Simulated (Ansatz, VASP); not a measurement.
**Al3GaN4: VASP beside Ansatz**

```
Al Ga N
1.0
     4.38726    0.00000    0.00000
     0.00000    4.38726    0.00000
     0.00000    0.00000    4.38726
Al Ga N
3 1 4
Direct
  0.50000 0.50000 0.00000
  0.50000 0.00000 0.50000
  0.00000 0.50000 0.50000
  0.00000 0.00000 0.00000
  0.74444 0.74444 0.25556
  0.74444 0.25556 0.74444
  0.25556 0.74444 0.74444
  0.25556 0.25556 0.25556
```

Alike in both runs: functional r2SCAN; k mesh 6 × 6 × 6; occupations gaussian, width 0.02 eV; no spin polarisation.

Ansatz relaxed the structure, and its values are those at the end. VASP's run is a single point on that final structure, the one shown.

|  | VASP | Ansatz |
| --- | --- | --- |
| version | VASP 6.6.1 | Ansatz 0.2.0 |
| potentials or method | VASP PAW PBE potentials, release 64 (Al, Ga_d, N) | scalar-relativistic, plane waves, PAW |
| plane-wave cutoff (eV) | 520 | 500 |
| valence electrons in the cell | 42 | 42 |

Ansatz gave:

```
gap on the k mesh at the Fermi level (eV) : 4.02
least direct gap on the mesh (eV)         : 4.02
pressure (GPa)                            : 2.0
rms of the force components (eV/Å)        : 0.001
```

What did VASP give for the same quantities?

gap on the k mesh at the Fermi level (eV): 4.01; least direct gap on the mesh (eV): 4.01; pressure (GPa): 2.0; rms of the force components (eV/Å): 0.030.

The functional is the same, so the differences come from potentials, cutoffs and numerics.

Caveats: the PAW data sets were made with another functional, which shifts forces and pressure a little (VASP). A k mesh can miss the band edges. r2SCAN opens gaps a little over a GGA but as a rule still falls short of measured ones.
